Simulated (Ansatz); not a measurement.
**MoS2 and the effect of the functional**

```
Mo S
1.0
     1.58550    0.91539    6.11500
    -1.58550    0.91539    6.11500
     0.00000   -1.83078    6.11500
Mo S
1 2
Cartesian
  0.0000 0.0000 0.0000
  0.0000 0.0000 4.5862
  0.0000 0.0000 13.7587
```

Measurements of this composition are mostly on another form, of space group No. 194.

Kept alike: task equation of state; k mesh 10 × 10 × 10; occupations fermi-dirac, width 0.05 eV; no spin polarisation. Program: Ansatz, Ansatz PAW. Cutoffs run from 420 to 500 eV. The mesh is that of the run's cell of 3 atoms. No spin-orbit coupling.

| functional | volume (Å³/atom) | bulk modulus (GPa) |
| --- | --- | --- |
| LDA | 17.758 | 152.9 |
| PBEsol | 18.088 | 145.2 |
| r2SCAN | 18.571 | 140.3 |

Volume and modulus come from cells scaled at fixed shape and fractions; off cubic symmetry such a modulus can lie above the relaxed one. All rows use potentials made for PBE.

The volume runs from 17.758 (LDA) to 18.571 Å³/atom (r2SCAN). The bulk modulus runs from 140.3 (r2SCAN) to 152.9 GPa (LDA).
